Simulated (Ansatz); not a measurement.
# PtTe2: a single-point run

Aim: a sound single-point run of PtTe2. The structure is shown as the input types it.

Method: density functional or hybrid calculation with the settings of its input, plane waves (as first typed), in Ansatz 0.2.0.

2 further runs of the same task are left out: 2 for a known fault of the program.

### Step 1. The starting structure

The structure is trigonal, space group P-3m1 (No. 164). Conventional cell: a = 4.038 Å, b = 4.038 Å, c = 5.311 Å, α = 90.00°, β = 90.00°, γ = 120.00°. Pt (site symmetry -3m) is surrounded by 6 Te at 2.70 Å. Te (site symmetry 3m) is surrounded by 3 Pt at 2.70 Å.

Structure file:

```cif
data_structure
_symmetry_space_group_name_H-M 'P-3m1'
_symmetry_Int_Tables_number 164
_cell_length_a 4.0382
_cell_length_b 4.0382
_cell_length_c 5.3110
_cell_angle_alpha 90.000
_cell_angle_beta 90.000
_cell_angle_gamma 120.000
_cell_volume 75.00
loop_
_atom_site_label
_atom_site_type_symbol
_atom_site_symmetry_multiplicity
_atom_site_Wyckoff_symbol
_atom_site_fract_x
_atom_site_fract_y
_atom_site_fract_z
_atom_site_occupancy
Pt1 Pt 1 a 0.00000 0.00000 0.00000 1
Te1 Te 2 d 0.33333 0.66667 0.25685 1
```

### Step 2. Running it

input.yaml reads:

```yaml
crystal:
  lattice:
    - [4.0381770492, 0.0, 0.0]
    - [-2.0190885246, 3.4971639096, 0.0]
    - [0.0, 0.0, 5.3109615727]
  atoms:
    - { symbol: Pt, position: [0.0, 0.0, 0.0] }
    - { symbol: Te, position: [0.3333333333, 0.6666666667, 0.2568463256] }
    - { symbol: Te, position: [0.6666666667, 0.3333333333, 0.7431536744] }
kpoints:
  mp_grid: { grid: [6, 6, 4] }
hamiltonian:
  xc: r2scan
scf:
  occupations: { method: fermi_dirac, width: 0.02 }
  n_extra_bands: 4
  max_iter: 82
output:
  forces: true
  stress: true
  eigenvalues: true
basis:
  ecutwfc: 0
```

Launch:

```sh
$ ansatz run input.yaml --threads 4 --pin off --max-ram 3686MiB --backend cpu --events-out ev --progress --plain --runs-dir out
```

What happens when this is run?

The program refused the input before any cycle. Its message: «invalid value for `basis.ecutwfc`: must be finite and > 0; got 0 eV»

Look at the input: basis.ecutwfc is 0. The program checks this value's range before starting, and it fails the check.

Remedy: delete basis.ecutwfc (the default then holds).
